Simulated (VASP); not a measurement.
**Zn7O8 (a cell with a defect): single point with PBE**

The system is Zn7O8 (a cell with a defect).

```xyz
15
Lattice="3.3531 5.8078 0.0000 -3.3531 5.8078 0.0000 0.0000 0.0000 5.2293" Properties=species:S:1:pos:R:3 pbc="T T T"
Zn    0.0004    1.9327   -0.0596
Zn    0.0004    3.8502    2.5445
Zn   -1.6703    4.8579   -0.1029
Zn   -1.6602    6.7609    2.5824
Zn    1.6710    4.8579   -0.1029
Zn    1.6609    6.7609    2.5824
Zn    0.0004    9.5717    2.1310
O     0.0004    1.9267    1.9480
O     0.0004    3.8772    4.5781
O    -1.6555    4.8179    1.9491
O    -1.8573    6.6762    4.5170
O     1.6562    4.8179    1.9491
O     1.8580    6.6762    4.5170
O     0.0004    7.6670    2.1503
O     0.0004    9.8005    4.7846
```

```yaml
Program: VASP 6.6.1
Task: single point
Functional: PBE
Potentials_or_basis: VASP PAW PBE potentials, release 64 (Zn, O)
Cutoff: 520 eV
k_mesh: 3 × 3 × 3
Occupations: methfessel-paxton, width 0.15 eV
Spin: no spin polarisation
```

* Pressure: -2.6 GPa
* Largest force: 0.302 eV/Å
* Band gap on the k mesh: none (metal or under the smearing width)

Forces in eV/Å, atoms in the order of the input:
```
Zn   0.000  0.016 -0.003
Zn   0.000 -0.013 -0.008
Zn   0.027 -0.046 -0.005
Zn  -0.006  0.032 -0.049
Zn  -0.027 -0.046 -0.005
Zn   0.006  0.032 -0.049
Zn   0.000  0.169  0.251
O    0.000 -0.013  0.001
O    0.000 -0.025  0.010
O   -0.011  0.009  0.015
O    0.033  0.001  0.018
O    0.011  0.009  0.015
O   -0.033  0.001  0.018
O    0.000 -0.028 -0.030
O    0.000 -0.100 -0.178
```

Stress tensor (GPa, compression positive):
```
-3.23  0.00  0.00
 0.00 -3.49 -0.53
 0.00 -0.53 -1.06
```

Levels at points of the mesh, in eV from the Fermi level:
```csv
k point,band 63,band 64,band 65,band 66,band 67,band 68,band 69,band 70
"(0.00, 0.00, 0.00)",-0.34,-0.30,0.11,0.21,0.23,1.53,5.35,5.96
```

Run time: 3.6 min on 1 thread of Intel(R) Xeon(R) Platinum 8488C (Sapphire Rapids), with other jobs on the host, peak memory 0.36 GiB.

Caveat: the k mesh is coarse (spacing up to 0.40 Å⁻¹), so the values aren't converged.
